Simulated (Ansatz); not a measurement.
## An elastic constant from a strain scan in Ti

Level of theory: DFT PBE, scalar-relativistic, plane waves, PAW in Ansatz 0.2.0. Cutoff 420 eV, Γ-centred 26×26×26 k-points, Gaussian smearing of 0.15 eV. No spin polarisation. Energies are free energies at this smearing, counted from the undisturbed cell; pressure is positive in compression.

The starting cell (relaxed at this level; with this scan's settings it stands at 0.1 GPa; this bcc form isn't the usual structure):

```
Ti
1.0
    -1.62775    1.62775    1.62775
     1.62775   -1.62775    1.62775
     1.62775    1.62775   -1.62775
Ti
1
Direct
  0.00000 0.00000 0.00000
```

The cell is strained by ε times the Voigt pattern (1, 0, 0, 0, 0, 0) (xx, yy, zz, yz, xz, xy; engineering shear) with fractional coordinates fixed. The cell holds 1 atom in V0 = 17.25 Å³. The stress column is τ = (1/V0) dE/dε, got from the stress tensor σ (compression positive) at each point as −det(1 + εP) σ : P(1 + εP)⁻¹, with P the pattern as a tensor.

```csv
ε,ΔE (meV/atom),τ (GPa)
-0.1000,57.846,-11.985
-0.0750,31.104,-8.082
-0.0500,13.501,-5.095
-0.0250,3.370,-2.471
0.0000,0.000,-0.075
0.0250,2.723,2.049
0.0500,10.782,3.892
0.0750,23.448,5.479
0.0875,31.307,6.191
0.1000,?,?
```

Problem. Which combination of elastic constants does this scan measure, and how large is it?

Solution. For small ε, τ = τ0 + Kε with K = pᵀCp, which for this pattern is C11 in the cubic axes. The parabola through τ at ε = -0.0250, 0 and 0.0250 has slope K = 90 GPa at zero. The energies per cell, E = NΔE, of the same two points give K = 2[E(ε₊)/ε₊ − E(ε₋)/ε₋]/[(ε₊ − ε₋)V0] = 91 GPa, in agreement.

Problem. Predict the withheld row at ε = 0.1000 from the harmonic law, and compare.

Solution. ΔE = V0(τ0 ε + Kε²/2)/N = 47.862 meV/atom and τ = 8.97 GPa. The calculation gives 40.096 meV/atom and 6.86 GPa: the energy lies 16 % below the harmonic value, as bonds soften when stretched.

In a metal these slopes depend on the k mesh and the smearing.

Cost: 10 runs of about 1.5 core-minutes in all, on AMD EPYC 7R13 Processor (Zen 3) (shared hosts).